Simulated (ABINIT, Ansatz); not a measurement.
# Converging GW for CdSe (Cadmoselite) in ABINIT, part 2 of 2

What does each rung of G0W0 on CdSe (Cadmoselite) cost, and what does it buy?

ABINIT 10.8.3; PBE and many-body steps on it, plane waves. Known limits of the many-body steps: not at the basis limit; mesh may overstate the screening; no spin-orbit coupling; coarse k mesh.

So far. Step 3 (Screening, 3×3×2 mesh, 85 bands, screening to 76.2 eV): Local fields lower ε∞ by 5 %. On a Γ-centred mesh this coarse the value itself is usually too large, while a short band sum pulls it down. Step 4 (85 bands, 76.2 eV): The gap on the mesh goes from 0.68 eV to 1.24 eV, a correction of +0.56 eV.

The database entry behind the starting cell differs from later determinations by our own check (inner coordinate of an old entry), so it need not match the best structure at ambient conditions.

## Step 6: 180 bands, 141.5 eV

This step: G0W0 on PBE, plane waves, norm-conserving pseudopotentials.

run.abi

```
acell 3*1.0 Angstrom
rprim 
  4.300000000016 -0.000000000004 0.000000000000
  -2.150000000005 3.723909236288 0.000000000000
  0.000000000000 0.000000000000 7.020000000000
ntypat 2
znucl 48 34
natom 4
typat 1 1 2 2
xred 
  0.333333333333 0.666666666667 0.000000000000
  0.666666666667 0.333333333333 0.500000000000
  0.333333333333 0.666666666667 0.385000000000
  0.666666666667 0.333333333333 0.885000000000
pp_dirpath "pseudos"
pseudos "Cd.upf, Se.upf"
ecut 48
ngkpt 3 3 2
nshiftk 1
shiftk 0 0 0
kptopt 1
chksymbreak 0
istwfk *1
occopt 1
irdwfk 1
optdriver 4
nband 180
gwcalctyp 0
ecutsigx 48
symsigma 1
nkptgw 1
kptgw 
  0.0000000000 0.0000000000 0.0000000000
bdgw 
  43 46
ecuteps 5.2
irdscr 1
ppmodel 1
indata_prefix "in"
outdata_prefix "out"
tmpdata_prefix "tmp"
```

Command:

```bash
$ OMP_NUM_THREADS=1 mpirun -n 4 abinit run.abi > log
```

Numbers of over 12 decimals in the logs are rounded to 6 here.

Output:

```text
.Version 10.8.3 of ABINIT. v10.8.2 released Aug 2026.

 Symmetries : space group P6_3 m c (#186); Bravais hP (primitive hexag.)
[... echo of the input left out ...]
== DATASET  1 ==================================================================
-   mpi_nproc: 4, omp_nthreads: 1 (-1 if OMP is not activated)

--- !DatasetInfo
iteration_state: {dtset: 1, }
dimensions: {natom: 4, nkpt: 6, mband: 180, nsppol: 1, nspinor: 1, nspden: 1, mpw: 12066, }
cutoff_energies: {ecut:  48.0, pawecutdg:  -1.0, }
electrons: {nelect:   8.80000000E+01, charge:   0.00000000E+00, occopt:   1.00000000E+00, tsmear:   1.00000000E-02, }

 SIGMA: Calculation of the GW corrections

 Based on a program developped by R.W. Godby, V. Olevano, G. Onida, and L. Reining.
 Incorporated in ABINIT by V. Olevano, G.-M. Rignanese, and M. Torrent.
.Using double precision arithmetic ; gwpc =  8

[... cell and pseudopotentials left out ...]
--------------------------------------------------------------------------------

 ==== K-mesh for the wavefunctions ====
 Number of points in the irreducible wedge :     6
[... list of points left out ...]
 Together with 12 symmetry operations and time-reversal symmetry
 yields    18 points in the full Brillouin Zone.

 ==== Q-mesh for screening function ====
 Number of points in the irreducible wedge :     6
[... list of points left out ...]
 Together with 12 symmetry operations and time-reversal symmetry
 yields    18 points in the full Brillouin Zone.

 vcoul_init : cutoff-mode = AUXILIARY_FUNCTION
 q-points for optical limit:   1
     1)      0.000010    0.000020    0.000030
 setmesh: FFT mesh size selected  =    45x   45x   90
          total number of points  =       182250

 Number of electrons calculated from density =   88.0000; Expected =   88.0000
[...]
number of k-points in IBZ                           6
 number of q-points in IBZ                           6
 number of symmetry operations                      12
 number of k-points in BZ                           18
 number of q-points in BZ                           18
 number of frequencies for dSigma/dE                 9
 frequency step for dSigma/dE [eV]                0.25
 number of omega for Sigma on real axis              0
 max omega for Sigma on real axis  [eV]           0.00
 zcut for avoiding poles [eV]                     0.10

 EPSILON^-1 parameters (SCR file):
 dimension of the eps^-1 matrix on file            403
 dimension of the eps^-1 matrix used               403
 number of plane-waves for wavefunctions         12065
 number of bands                                   180
 number of q-points in IBZ                           6
 number of frequencies                               2
 number of real frequencies                          1
 number of imag frequencies                          1

 matrix elements of self-energy operator (all in [eV])

 Perturbative Calculation

--- !SelfEnergy_ee
iteration_state: {dtset: 1, }
kpoint     : [   0.000,    0.000,    0.000, ]
spin       : 1
KS_gap     :    0.677
QP_gap     :    1.208
Delta_QP_KS:    0.531
data: !SigmaeeData |
     Band     E0 <VxcDFT>   SigX SigC(E0)      Z dSigC/dE  Sig(E)    E-E0       E
       43   4.910 -16.037 -18.551   2.223   0.796  -0.257 -16.269  -0.231   4.679
       44   4.910 -16.037 -18.551   2.223   0.796  -0.257 -16.269  -0.231   4.679
       45   5.587 -11.851  -8.051  -3.433   0.818  -0.223 -11.551   0.300   5.887
       46   6.999 -11.502  -7.255  -3.759   0.818  -0.222 -11.102   0.400   7.399

== END DATASET(S) ==============================================================
================================================================================

 -outvars: echo values of variables after computation  --------
           etotal      0.0000000000E+00
            nband         180
             nkpt           6
          spgroup         186
 [... the other variables as echoed above ...]

 Calculation completed.
```

Run time: 14 s. Hardware: 4 MPI ranks of Intel Xeon Platinum 8375C at 2.90GHz (Ice Lake), shared host; peak memory 1.9 GiB; 54 s of CPU time.

This step gave:

- G0W0 gap on the points computed: 1.208 eV
- starting gap on the mesh: 0.6773 eV
- k of the valence top: 0, 0, 0
- k of the conduction bottom: 0, 0, 0
- Z at the valence top: 0.796
- Z at the conduction bottom: 0.818
- least direct G0W0 gap on the computed points: 1.208 eV

Against G0W0 in ABINIT (3×3×2 mesh, 85 bands, screening to 76.2 eV, Godby-Needs plasmon pole), the gap moves by −0.028 eV.

## Step 7: Screening, 3×3×2 mesh, 379 bands, screening to 217.7 eV

This step: RPA screening on PBE, plane waves, norm-conserving pseudopotentials.

run.abi: that of step 6 with these lines changed.

```diff
@@ -25,15 +25,8 @@
 irdwfk 1
-optdriver 4
-nband 180
-gwcalctyp 0
-ecutsigx 48
-symsigma 1
-nkptgw 1
-kptgw 
-  0.0000000000 0.0000000000 0.0000000000
-bdgw 
-  43 46
-ecuteps 5.2
-irdscr 1
-ppmodel 1
+optdriver 3
+nband 379
+ecuteps 8
+inclvkb 2
+awtr 1
+symchi 1
 indata_prefix "in"
```

Output:

```text
.Version 10.8.3 of ABINIT. v10.8.2 released Aug 2026.

 Symmetries : space group P6_3 m c (#186); Bravais hP (primitive hexag.)
[... echo of the input left out ...]
== DATASET  1 ==================================================================
-   mpi_nproc: 4, omp_nthreads: 1 (-1 if OMP is not activated)

--- !DatasetInfo
iteration_state: {dtset: 1, }
dimensions: {natom: 4, nkpt: 6, mband: 379, nsppol: 1, nspinor: 1, nspden: 1, mpw: 12066, }
cutoff_energies: {ecut:  48.0, pawecutdg:  -1.0, }
[...]
--------------------------------------------------------------------------------
[... chi0 elements left out ...]
 For q-point:  0.000010 0.000020 0.000030
  dielectric constant =  49.5097
  dielectric constant without local fields =  51.8134

  Average fulfillment of the sum rule on Im[epsilon] for q-point    1 :     59.96  [%]
[... wings left out ...]
  q-point number  2        q = ( 0.333333, 0.000000, 0.000000) [r.l.u.]
--------------------------------------------------------------------------------
[... chi0 elements left out ...]
  Average fulfillment of the sum rule on Im[epsilon] for q-point    2 :     62.53  [%]

 [... 4 further q-points ...]
```

Wall time 13 min (4 MPI ranks); peak memory 4 GiB; 51 min of CPU time.

Numbers from this step:

- ε∞ with local fields, on this mesh, along the program's q direction: 49.51
- the same without local fields: 51.81
- plasma frequency: 32.85 eV
- plane waves in the screening matrix: 809

## Step 8: 379 bands, 217.7 eV

This step: G0W0 on PBE, plane waves, norm-conserving pseudopotentials.

run.abi: that of step 7 with these lines changed.

```diff
@@ -25,8 +25,15 @@
 irdwfk 1
-optdriver 3
+optdriver 4
 nband 379
+gwcalctyp 0
+ecutsigx 48
+symsigma 1
+nkptgw 1
+kptgw 
+  0.0000000000 0.0000000000 0.0000000000
+bdgw 
+  43 46
 ecuteps 8
-inclvkb 2
-awtr 1
-symchi 1
+irdscr 1
+ppmodel 1
 indata_prefix "in"
```

Output:

```text
.Version 10.8.3 of ABINIT. v10.8.2 released Aug 2026.

 Symmetries : space group P6_3 m c (#186); Bravais hP (primitive hexag.)
[... echo of the input left out ...]
== DATASET  1 ==================================================================
-   mpi_nproc: 4, omp_nthreads: 1 (-1 if OMP is not activated)

--- !DatasetInfo
iteration_state: {dtset: 1, }
dimensions: {natom: 4, nkpt: 6, mband: 379, nsppol: 1, nspinor: 1, nspden: 1, mpw: 12066, }
cutoff_energies: {ecut:  48.0, pawecutdg:  -1.0, }
[...]
44   4.910 -16.037 -18.551   1.854   0.795  -0.258 -16.561  -0.524   4.386
       45   5.587 -11.851  -8.051  -3.703   0.817  -0.224 -11.772   0.079   5.666
       46   6.999 -11.502  -7.255  -4.037   0.818  -0.223 -11.330   0.172   7.171

== END DATASET(S) ==============================================================
================================================================================

 -outvars: echo values of variables after computation  --------
           etotal      0.0000000000E+00
            nband         379
             nkpt           6
          spgroup         186
 [... the other variables as echoed above ...]

 Calculation completed.
```

Elapsed: 73 s, on 4 MPI ranks; peak memory 4 GiB.

This step gave:

```
G0W0 gap on the points computed              : 1.280 eV
starting gap on the mesh                     : 0.6773 eV
k of the valence top                         : 0, 0, 0
k of the conduction bottom                   : 0, 0, 0
least direct G0W0 gap on the computed points : 1.280 eV
```

Against G0W0 in ABINIT (3×3×2 mesh, 180 bands, screening to 141.5 eV, Godby-Needs plasmon pole), the gap moves by +0.072 eV.

## Step 9: Side by side

Times are wall times on 4 MPI ranks of Intel Xeon Platinum 8375C at 2.90GHz (Ice Lake), shared host, good to a factor of about two. A run's time includes the screening step that it read.

| run | mesh | bands | screening cutoff (eV) | DFT gap (eV) | gap on the mesh (eV) | direct (eV) | ε∞ used | time |
| --- | --- | --- | --- | --- | --- | --- | --- | --- |
| 85 bands, 76.2 eV | 3×3×2 | 85 | 76.2 | 0.677 | 1.236 | 1.236 | 49.25 | 48 s |
| 180 bands, 141.5 eV | 3×3×2 | 180 | 141.5 | 0.677 | 1.208 | 1.208 | 49.40 | 3 min |
| 379 bands, 217.7 eV | 3×3×2 | 379 | 217.7 | 0.677 | 1.280 | 1.280 | 49.51 | 14 min |

## Step 10: What came out

| Quantity | Value |
| --- | --- |
| 85 bands, 76.2 eV | 1.236 eV |
| 180 bands, 141.5 eV | 1.208 eV |
| 379 bands, 217.7 eV | 1.280 eV |
| known limits | not at the basis limit; mesh may overstate the screening; no spin-orbit coupling; coarse k mesh |

From the first rung to the last the gap moves by +0.04 eV for 18 times the time. The gap turns back along the series, so no limit is drawn from it. In the G0W0 runs levels were corrected at 1 k point alone, so a gap called «on the mesh» is the least over those, and an edge elsewhere would be missed. The 3×3×2 mesh is coarse for this cell, which bears on the long-range parts of exchange and screening. The RPA ε∞ on this mesh reaches over 25; with a narrow direct gap a coarse mesh can overstate it, and the correction is then too small. The many-body steps are scalar-relativistic: spin-orbit coupling is not in them.

[Paths, hosts, dates, memory and timing lines, banners, echoed tables and standing remarks are left out of the program output.]

[Logs are printed without paths, hosts, clocks, repeated set-up lines and the standing remarks that a program may print on its own settings, such as how far it seeks lower states.]

[Runs of the session that timed out or met a known fault of the program may be left out.]

[Hosts, paths, dates, database ids (printed as entryN), source tags and the programs' standing remarks are cut or masked in the printed files.]

[G0W0 gaps are taken among the corrected bands and points alone; a level outside them can change the order at an edge.]

[Where Ansatz stands beside ABINIT at settings called matched, ABINIT's density can come from a denser mesh and the files from another edition; pairs whose starting gaps differed by over 0.03 eV were left out, so agreement reads better than it is.]
